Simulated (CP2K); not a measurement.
**InP in CP2K: the effect of functional**

Crystal: InP.

```xyz
2
Lattice="4.1444 0.0000 0.0000 2.0722 3.5891 0.0000 2.0722 1.1964 3.3838" Properties=species:S:1:pos:R:3 pbc="T T T"
In    0.0000    0.0000    0.0000
P     6.2165    3.5891    2.5379
```

Alike in all runs:

```yaml
Program: CP2K 2026.2
Task: atomic charges
Potentials_or_basis: POTENTIAL_UZH In GTH-PBE-q13, P GTH-PBE-q5; TZVP-MOLOPT-PBE-GTH basis
Density_cutoff: 9184 eV
k_mesh: 8 × 8 × 8
Occupations: fermi-dirac, width 0.05 eV
Spin: no spin polarisation
```

```csv
functional,gap on the mesh (eV),pressure (GPa)
LDA,0.51,0.5
PBEsol,0.59,1.6
PW91,0.66,3.9
revPBE,0.75,4.9
HLE16,1.18,-5.6
TPSS,?,?
```

**Question.** What does the run with functional TPSS give?

**Answer.** gap on the mesh 0.73 eV; pressure 3.3 GPa.

Caveats: the potentials were made for another functional, which shifts forces and pressure; spin-orbit coupling is left out, which moves the levels of the heavy elements; the basis of atomic orbitals isn't converged, which shifts pressures, moduli and gaps; the potentials were made for a functional far from this one (some runs).

Runs at the PBE level aren't shown here.
